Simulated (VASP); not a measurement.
Input of a VASP 6.6.1 run:

Contents of INCAR:

```
ALGO     = Normal         # electronic algorithm
EDIFF    = 1E-7           # SCF threshold, eV
ENCUT    = 520            # plane-wave cutoff, eV
GGA      = PE             # functional
ISIF     = 2              # what is computed and relaxed
ISMEAR   = 0              # smearing method
LASPH    = True           # aspherical terms in the spheres
LCHARG   = False          # write CHGCAR
LREAL    = False          # projectors in reciprocal space
LWAVE    = False          # write WAVECAR
NBANDS   = 12             # bands
NELM     = 60             # most SCF steps
PREC     = Accurate       # precision mode
SIGMA    = 0.1            # smearing width, eV
```

The input KPOINTS:

```
k-points
0
Gamma
  20 20 20
```

The input POSCAR:

```
Cu                                      
1.0
    0.0000000000      1.8353146228      1.8353146228
    1.8353146228      0.0000000000      1.8353146228
    1.8353146228      1.8353146228     -0.0000000000
  Cu            
     1
Direct
     1.0000000000000000    1.0000000000000000    0.0000000000000000
```

Potentials or basis: VASP PAW PBE potentials, release 64 (Cu).

The run is started by

```bash
$ cat potpaw_PBE.64/Cu/POTCAR > POTCAR
$ mpirun -np 1 vasp_std > vasp.out
```

(1) Predict the pressure.

(2) Predict the band gap on the k mesh.

Results:

(1) -3.8 GPa.

(2) none (metal or under the smearing width).
